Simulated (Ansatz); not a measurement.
Ta: equation of state with PBE

**Measured values to compare with.**

“Pressure effects on the electronic structure and superconductivity of (TaNb)0.67(HfZrTi)0.33 high entropy alloy”, 2019, arxiv:1910.08312 quotes, for a bulk crystal of Ta: bulk modulus 194 GPa.

The system is Ta.

```xyz
1
Lattice="-1.6513 1.6513 1.6513 1.6513 -1.6513 1.6513 1.6513 1.6513 -1.6513" Properties=species:S:1:pos:R:3 pbc="T T T"
Ta    0.0000    0.0000    0.0000
```

```
Program             : Ansatz 0.2.0
Task                : equation of state
Functional          : PBE
Potentials or basis : PseudoDojo standard
Cutoff              : 789 eV
Density cutoff      : 3157 eV
k mesh              : 11 × 11 × 11
Occupations         : fermi-dirac, width 0.05 eV
Spin                : no spin polarisation
```

```json
{"Equilibrium volume": "18.24 Å³/atom", "Bulk modulus": "195 GPa", "Pressure derivative of the bulk modulus": "4.4"}
```

Energy against volume, from the lowest point:
| volume (Å³/atom) | energy (meV/atom) |
| --- | --- |
| 16.930 | 64.86 |
| 17.290 | 32.56 |
| 17.650 | 11.76 |
| 18.010 | 1.27 |
| 18.371 | 0.00 |
| 18.731 | 7.06 |
| 19.091 | 21.65 |

All runs of the series together: 5.7 s on 2 threads of Arm Neoverse V2, with other jobs on the host.

Against the measured bulk modulus of Ta, 194 GPa (quoted in “Pressure effects on the electronic structure and superconductivity of (TaNb)0.67(HfZrTi)0.33 high entropy alloy”, 2019, arxiv:1910.08312), the calculated 195 GPa is off by +0.4 %. The fit is for a static lattice scaled at fixed shape and fixed fractional positions.

Spin-orbit coupling is left out, which matters for the levels of Ta. PBE usually gives volumes a little too large and moduli too small.
